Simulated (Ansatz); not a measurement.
Working through a surface slab of MoS₂, space group P-3m1

Program: Ansatz 0.2.0, Python API.

Run as a notebook:

```python
import warnings

import ansatz as az
from ase import Atoms
from ase.build import surface
import numpy as np
```

```python
warnings.simplefilter("ignore", az.DeckWarning)
```

```python
atoms = Atoms(
    ["Mo", "S", "S"],
    scaled_positions=[
        (0.0, 0.0, 0.5),
        (1 / 3, 2 / 3, 0.255319),
        (2 / 3, 1 / 3, 0.744681),
    ],
    cell=[
        (3.227465, 0.0, 0.0),
        (-1.613732, 2.795066, 0.0),
        (0.0, 0.0, 6.312473),
    ],
    pbc=True,
)
slab = surface(atoms, (0, 0, 1), 2, vacuum=6.0)
slab.pbc = True
```

```python
print(slab.get_chemical_formula(), "area {:.3f} A^2, cell height {:.2f} A".format(np.linalg.norm(np.cross(slab.cell[0], slab.cell[1])), slab.cell[2, 2]))
```

    Mo2S4 area 9.021 A^2, cell height 21.40 A

```python
def prepared(structure):
    return (
        az.Crystal.from_ase(structure).calculation()
        .functional("pbesol")
        .occupations("Gaussian")
    )
```

```python
calc = (
    prepared(slab)
    .kpoints(6, 6, 1)
    .electric_field(axis=3, dipole_correction=True)
    .potential()
    .forces()
)
out = calc.run()
rep = out.report
```

    RunWarning: efield: at this solve's end the planar-averaged density reaches 1.27e-5 e/Å³ inside the ramp window [0.9033, 0.0967] (bound 1e-5 e/Å³), and -3.70e-6 e/Å³ on another of its planes; by the running means of the window's planes the mean density over a [...]
    RunWarning: The output density's exchange-correlation potential varies sharply where the density is thin. Do not read a vacuum level from v_tot or v_xc, or from such a field of the output density. On a cell that repeats whose density bears no net charge and [...]

```python
rep["n_electrons"]
```

    52.0

```python
sorted(key for key in rep if key.endswith("_ev"))
```

    ['eigenvalues_ev', 'energy_sigma0_ev', 'entropy_ts_ev', 'fermi_energy_ev', 'free_energy_ev',
     'gap_by_band_count_ev', 'harris_foulkes_ev', 'internal_energy_ev', 'lagrangian_above_aufbau_ev',
     'lagrangian_ev', 'lagrangian_sigma0_ev', 'loop_eigenvalues_ev', 'loop_fermi_energy_ev',
     'occupations_fermi_energy_ev', 'residual_norms_ev']

```python
rep["converged"], rep["free_energy_ev"]
```

    (True, -13338.589201113087)

```python
print(f"slab free energy {rep['free_energy_ev']:.4f} eV, Fermi level {rep['fermi_energy_ev']:.3f} eV")
face = rep["work_function"]
print("work function (eV), upper and lower face:", *(round(face[k], 3) for k in ("phi_plus_ev", "phi_minus_ev") if face.get(k) is not None))
print(f"dipole {face['dipole_moment_e_ang']:+.4f} e A")

bulk = prepared(atoms).kpoints(8, 8, 4).run().report
excess = rep["free_energy_ev"] - bulk["free_energy_ev"] * len(slab) / len(atoms)
area = np.linalg.norm(np.cross(slab.cell[0], slab.cell[1]))
print(f"mean surface energy {excess / (2 * area) * 16.02177:.3f} J/m^2 ({1000 * excess / (2 * area):.1f} meV/A^2)")

print("z (A) and force along z (eV/A)")
for site, force in sorted(zip(out.lattice.sites, rep["forces_ev_ang"]), key=lambda pair: pair[0].position_ang[2]):
    print(f"{site.symbol:3s} {site.position_ang[2]:8.3f} {force[2]:9.4f}")
```

    slab free energy -13338.5892 eV, Fermi level 3.675 eV
    work function (eV), upper and lower face: 5.315 5.313
    dipole -0.0001 e A
    mean surface energy -0.022 J/m^2 (-1.4 meV/A^2)
    z (A) and force along z (eV/A)
    S      6.000    0.0391
    Mo     7.545    0.0351
    S      9.089   -0.0320
    S     12.312    0.0320
    Mo    13.857   -0.0352
    S     15.402   -0.0391

Caveats:
- Total energies depend on the potentials; only differences at equal settings carry meaning. A total without «per atom» is that of the cell as typed.
- The run is spin-unpolarised.
- The density doesn't vanish in the vacuum (a short gap or a low cutoff), which blurs the vacuum level.
- For a metal this k-point mesh is coarse: on a finer one energies can move by several to tens of meV an atom and pressures by half a GPa or more, differences at one mesh by less.
- Only differences from the Fermi energy are physical; the zero of the scale is a convention.
- A gap by band count of zero or less means overlapping bands, a metal.
- The structure comes from a database of computed cells and needn't be a stable or known phase.
- Gaps and levels are Kohn-Sham values on a finite set of k-points, without spin-orbit coupling.
- Warnings are shown shortened and without file and line.
- The slab is thin and cut from the structure as given; a cut can leave two unlike or polar faces, and the surface energy is then their mean. Miller indices refer to the vectors of the cell as typed, and the lattice isn't relaxed for this functional, so relaxation and surface energy can hold strain.
- The script silences the warnings on its input, which a real study should read.
- The whole script took 5.5 s on 1 thread of Intel(R) Xeon(R) Platinum 8488C (Sapphire Rapids) (shared host), peak memory 0.52 GiB.
